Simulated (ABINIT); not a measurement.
The system is C.

```
CELL_PARAMETERS angstrom
2.61972 0.00000 0.00000
0.00000 2.61972 0.00000
0.00000 0.00000 2.61972
ATOMIC_POSITIONS crystal
C 0.00000 0.50000 0.50000
C 0.50000 0.00000 0.50000
C 0.50000 0.50000 0.00000
```

The cell was built by a generator and needn't be a form met in nature.

```yaml
Program: ABINIT 10.8.3 (patched build)
Task: single point
Functional: PBE
Potentials_or_basis: JTH PAW PBE v2.0
Cutoff: 517 eV
k_mesh: 10 × 10 × 10
Occupations: fermi-dirac, width 0.05 eV
Spin: no spin polarisation
```

On this cell: pressure 2.1 GPa; largest force zero by symmetry; band gap on the k mesh none (metal or under the smearing width).

The same run follows on a disturbed copy (atoms moved at random, drawn with an rms of 0.05 Å):

```xyz
3
Lattice="2.6197 0.0000 0.0000 0.0000 2.6197 0.0000 0.0000 0.0000 2.6197" Properties=species:S:1:pos:R:3 pbc="T T T"
C    -0.0057    1.3386    1.2743
C     1.3135   -0.0462    1.3086
C     1.3118    1.2929   -0.0180
```

What does the disturbed cell give?

The energy (extrapolated to zero smearing) moves by -17.3 meV/atom; pressure 1.7 GPa; largest force 1.442 eV/Å; band gap on the k mesh none (metal or under the smearing width).

Forces in eV/Å, atoms in the order of the input:
```
C   -0.100  1.243 -0.724
C    0.081 -0.564  0.747
C    0.018 -0.679 -0.023
```

Stress tensor (GPa, compression positive):
```
-0.27  0.04 -0.04
 0.04  4.59 -0.25
-0.04 -0.25  0.91
```

The energy falls, though the first cell shows no forces: that form is unstable against this distortion, unless noise or another electronic state is at work.
